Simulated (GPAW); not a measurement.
# InPd (Pm-3m) in GPAW: a series of runs, part 2 of 2

GPAW 26.7.0. The steps go on from the part before.

### Step 6. Relaxation of cell and atoms, PBE+D4

run.py

```python
from ase import Atoms
from ase.calculators.mixing import SumCalculator
from ase.filters import FrechetCellFilter
from ase.io import write
from ase.optimize import FIRE
from dftd4.ase import DFTD4
from gpaw import GPAW, PW

atoms = Atoms(['In', 'Pd'],
              cell=[[3.27188478, 0.0, 0.0],
                    [0.0, 3.27188478, 0.0],
                    [0.0, 0.0, 3.27188478]],
              scaled_positions=[[0.0, 0.0, 0.0],
                                [0.5, 0.5, 0.5]],
              pbc=True)

calc = GPAW(mode=PW(600),
            xc='PBE',
            kpts={'size': (8, 8, 8), 'gamma': True},
            occupations={'name': 'fermi-dirac', 'width': 0.05},
            nbands=26,
            convergence={'density': 1e-05, 'forces': 0.0001},
            maxiter=150,
            txt='gpaw.txt')
atoms.calc = SumCalculator([calc, DFTD4(method='pbe')])
opt = FIRE(FrechetCellFilter(atoms), trajectory='relax.traj', logfile='-')
done = opt.run(fmax=0.01, steps=60)
calc.write('gs.gpw')
write('result.traj', atoms)
print('Converged:', done)
print('Cell:', atoms.cell.cellpar().round(4))
print('Volume:', round(atoms.get_volume(), 4))
print(atoms.get_scaled_positions().round(5))
```

Potentials or basis: GPAW PAW data sets (gpaw-data 1.2.1), pw.

On the command line:

```bash
$ OMP_NUM_THREADS=1 python run.py
```

gpaw.txt:

```text
__  _  _
 | _ |_)|_||  |
 |__||  | ||/\| - 26.7.0

Input parameters:
  mode=PW(ecut=600.0),
  convergence={'density': 1e-05, 'forces': 0.0001},
  kpts=MonkhorstPack(size=(8, 8, 8), gamma=True),
  maxiter=150,
  nbands=26,
  occupations=Occupations(name='fermi-dirac', width=0.05),
  xc=XC(name='PBE')

Diagonalizing LCAO Hamiltonian
Converting LCAO to pw mode
   .-------.
  /|       |
 * |       |
 | |  Pd   |
 | .-------.
 |/       /
 In------*

Atoms  # Å, Bohr magnetons
|   | symbol |        x |        y |        z |    initial magnetic moments |
|---|--------|----------|----------|----------|-----------------------------|
| 0 |     In | 0.000000 | 0.000000 | 0.000000 | ( 0.0000,  0.0000,  0.0000) |
| 1 |     Pd | 1.635942 | 1.635942 | 1.635942 | ( 0.0000,  0.0000,  0.0000) |

Unit cell  # Å
| periodic |        x |        y |        z |  lengths |    angles |
|----------|----------|----------|----------|----------|-----------|
|      yes | 3.271885 | 0.000000 | 0.000000 | 3.271885 | 90.000000 |
|      yes | 0.000000 | 3.271885 | 0.000000 | 3.271885 | 90.000000 |
|      yes | 0.000000 | 0.000000 | 3.271885 | 3.271885 | 90.000000 |

Number of symmetries: 48
Symmetry operations  # r_c * U_cc + t_c -> r_c
|    | kind |            matrix            |
|----|------|------------------------------|
|  0 |  E   |  1, 0, 0,  0, 1, 0,  0, 0, 1 |
|  1 |  σ   |  1, 0, 0,  0, 1, 0,  0, 0,-1 |
|  2 |  σ   |  1, 0, 0,  0, 0, 1,  0, 1, 0 |
|  3 |  C4  |  1, 0, 0,  0, 0, 1,  0,-1, 0 |
|  4 |  C4  |  1, 0, 0,  0, 0,-1,  0, 1, 0 |
|  5 |  σ   |  1, 0, 0,  0, 0,-1,  0,-1, 0 |
|  6 |  σ   |  1, 0, 0,  0,-1, 0,  0, 0, 1 |
|  7 |  C2  |  1, 0, 0,  0,-1, 0,  0, 0,-1 |
|  8 |  σ   |  0, 1, 0,  1, 0, 0,  0, 0, 1 |
[... 174 lines left out ...]
SCF iterations
|iter     | |      energy | eigst |  dens |force |
|---------|-|-------------|-------|-------|------|
|iter:   1| |   -9.255935 | +0.24 |       |      |
|iter:   2| |   -8.634256 | -1.99 | -1.05 |      |
|iter:   3| |   -7.680970 | -1.39 | -1.13 |      |
|iter:   4| |   -7.647908 | -2.77 | -1.64 |      |
|iter:   5| |   -7.635917 | -2.92 | -1.86 |      |
[... 339 lines left out ...]
| 0.00000 | -0.00000 | -0.00000 |  # Pd   1

Interpolating wave functions to new cell

            Pd

       In

Atoms  # Å, Bohr magnetons
|   | symbol |         x |         y |         z |    initial magnetic moments |
|---|--------|-----------|-----------|-----------|-----------------------------|
| 0 |     In | -0.000000 | -0.000000 | -0.000000 | ( 0.0000,  0.0000,  0.0000) |
| 1 |     Pd |  1.633680 |  1.633680 |  1.633680 | ( 0.0000,  0.0000,  0.0000) |

Unit cell  # Å
| periodic |         x |        y |         z |  lengths |    angles |
|----------|-----------|----------|-----------|----------|-----------|
|      yes |  3.267360 | 0.000000 | -0.000000 | 3.267360 | 90.000000 |
|      yes |  0.000000 | 3.267360 |  0.000000 | 3.267360 | 90.000000 |
|      yes | -0.000000 | 0.000000 |  3.267360 | 3.267360 | 90.000000 |

Number of symmetries: 48
Symmetry operations  # r_c * U_cc + t_c -> r_c
|    | kind |            matrix            |
|----|------|------------------------------|
|  0 |  E   |  1, 0, 0,  0, 1, 0,  0, 0, 1 |
|  1 |  σ   |  1, 0, 0,  0, 1, 0,  0, 0,-1 |
|  2 |  σ   |  1, 0, 0,  0, 0, 1,  0, 1, 0 |
|  3 |  C4  |  1, 0, 0,  0, 0, 1,  0,-1, 0 |
|  4 |  C4  |  1, 0, 0,  0, 0,-1,  0, 1, 0 |
|  5 |  σ   |  1, 0, 0,  0, 0,-1,  0,-1, 0 |
|  6 |  σ   |  1, 0, 0,  0,-1, 0,  0, 0, 1 |
|  7 |  C2  |  1, 0, 0,  0,-1, 0,  0, 0,-1 |
|  8 |  σ   |  0, 1, 0,  1, 0, 0,  0, 0, 1 |
[... 231 lines left out ...]
Stress tensor  # eV/Ang^3
|         x |         y |         z |
|-----------|-----------|-----------|
| -0.023994 | -0.000000 |  0.000000 |
| -0.000000 | -0.023994 |  0.000000 |
|  0.000000 |  0.000000 | -0.023994 |

Forces  # eV/Ang
|        x |        y |       z |
|----------|----------|---------|
| -0.00000 |  0.00000 | 0.00000 |  # In   0
|  0.00000 | -0.00000 | 0.00000 |  # Pd   1

Interpolating wave functions to new cell

            Pd

       In

Atoms  # Å, Bohr magnetons
|   | symbol |        x |         y |         z |    initial magnetic moments |
|---|--------|----------|-----------|-----------|-----------------------------|
| 0 |     In | 0.000000 | -0.000000 | -0.000000 | ( 0.0000,  0.0000,  0.0000) |
| 1 |     Pd | 1.631888 |  1.631888 |  1.631888 | ( 0.0000,  0.0000,  0.0000) |

Unit cell  # Å
| periodic |         x |        y |         z |  lengths |    angles |
|----------|-----------|----------|-----------|----------|-----------|
|      yes |  3.263776 | 0.000000 | -0.000000 | 3.263776 | 90.000000 |
|      yes |  0.000000 | 3.263776 |  0.000000 | 3.263776 | 90.000000 |
|      yes | -0.000000 | 0.000000 |  3.263776 | 3.263776 | 90.000000 |

Number of symmetries: 48
Symmetry operations  # r_c * U_cc + t_c -> r_c
|    | kind |            matrix            |
|----|------|------------------------------|
|  0 |  E   |  1, 0, 0,  0, 1, 0,  0, 0, 1 |
|  1 |  σ   |  1, 0, 0,  0, 1, 0,  0, 0,-1 |
|  2 |  σ   |  1, 0, 0,  0, 0, 1,  0, 1, 0 |
|  3 |  C4  |  1, 0, 0,  0, 0, 1,  0,-1, 0 |
|  4 |  C4  |  1, 0, 0,  0, 0,-1,  0, 1, 0 |
|  5 |  σ   |  1, 0, 0,  0, 0,-1,  0,-1, 0 |
|  6 |  σ   |  1, 0, 0,  0,-1, 0,  0, 0, 1 |
|  7 |  C2  |  1, 0, 0,  0,-1, 0,  0, 0,-1 |
|  8 |  σ   |  0, 1, 0,  1, 0, 0,  0, 0, 1 |
[... 231 lines left out ...]
Stress tensor  # eV/Ang^3
|         x |         y |         z |
|-----------|-----------|-----------|
| -0.026811 |  0.000000 | -0.000000 |
|  0.000000 | -0.026811 |  0.000000 |
| -0.000000 |  0.000000 | -0.026811 |

Forces  # eV/Ang
|       x |        y |       z |
|---------|----------|---------|
| 0.00000 | -0.00000 | 0.00000 |  # In   0
| 0.00000 |  0.00000 | 0.00000 |  # Pd   1

# Writing to gs.gpw (mode='')
```

stdout:

```text
Step          Energy          fmax
FIRE:    0       -8.583378        0.099082
FIRE:    1       -8.583630        0.078619
FIRE:    2       -8.583912        0.041808
FIRE:    3       -8.584004        0.004330
Converged: True
Cell: [ 3.2638  3.2638  3.2638 90.     90.     90.    ]
Volume: 34.7665
[[0.  0.  0. ]
 [0.5 0.5 0.5]]
```

Wall time 47 s (1 thread of Arm Neoverse V2, shared host); peak memory 0.24 GiB.

What came out:

| Quantity | Value |
| --- | --- |
| Free energy | -8.5891 eV |
| Relaxed volume | 17.38 Å³/atom |
| Relaxed cell | a = 3.264 Å, b = 3.264 Å, c = 3.264 Å, α = 90.00°, β = 90.00°, γ = 90.00° |
| Space group after relaxing (to 0.05 Å) | Pm-3m (No. 221) |
| Energy gained by relaxing | 0.3 meV/atom |
| Ionic steps | 4 |
| Pressure after relaxing | 0.0 GPa |
| Band gap on the k mesh | none (metal or under the smearing width) |
| Dispersion energy per atom | -0.477 eV |

The path:
```
step  energy change (eV)  largest force (eV/Å)  pressure (GPa)  volume (Å³)
   1              0.0000                0.0000           -0.91        35.03
   2             -0.0003                0.0000           -0.72        34.97
   3             -0.0005                0.0000           -0.38        34.88
   4             -0.0006                0.0000            0.04        34.77
```

Final structure:
```
In Pd
1.0
     3.26378    0.00000    0.00000
     0.00000    3.26378    0.00000
     0.00000    0.00000    3.26378
In Pd
1 1
Direct
  0.00000 0.00000 0.00000
  0.50000 0.50000 0.50000
```

Caveat: later steps reuse the first step's grids; pairwise dispersion overbinds metals, which lowers pressure and volume.

### Step 7. The runs side by side

```csv
task,level,cell,smearing,optimizer,fmax,max steps,convergence,gap on the mesh (eV),pressure (GPa),relaxed volume (Å³/atom)
single point,PBE,as given,gaussian 0.017 eV,-,-,-,-,none,3.3,-
single point,PBE,as given,gaussian 0.024 eV,-,-,-,-,none,3.3,-
single point,PBE,as given,gaussian 0.026 eV,-,-,-,-,none,3.3,-
relaxation of cell and atoms,PBE+D3(BJ),relaxed,fermi-dirac 0.05 eV,FIRE,0.02 eV/Å,100,density=1e-05 forces=0.0001,none,0.1,17.25
relaxation of cell and atoms,PBE+D4,relaxed,fermi-dirac 0.05 eV,FIRE,0.01 eV/Å,60,density=1e-05 forces=0.0001,none,0.0,17.38
```

Alike in all rows: potentials or basis GPAW PAW data sets (gpaw-data 1.2.1), pw; no spin polarisation; k mesh 8 × 8 × 8; cutoff (eV) 600.

Every run on the cell as given and a fine mesh finds a metal.

Caveats: later steps reuse the first step's grids (some runs); pairwise dispersion overbinds metals, which lowers pressure and volume (some runs).

Absolute energies hang on the potentials; compare differences alone.
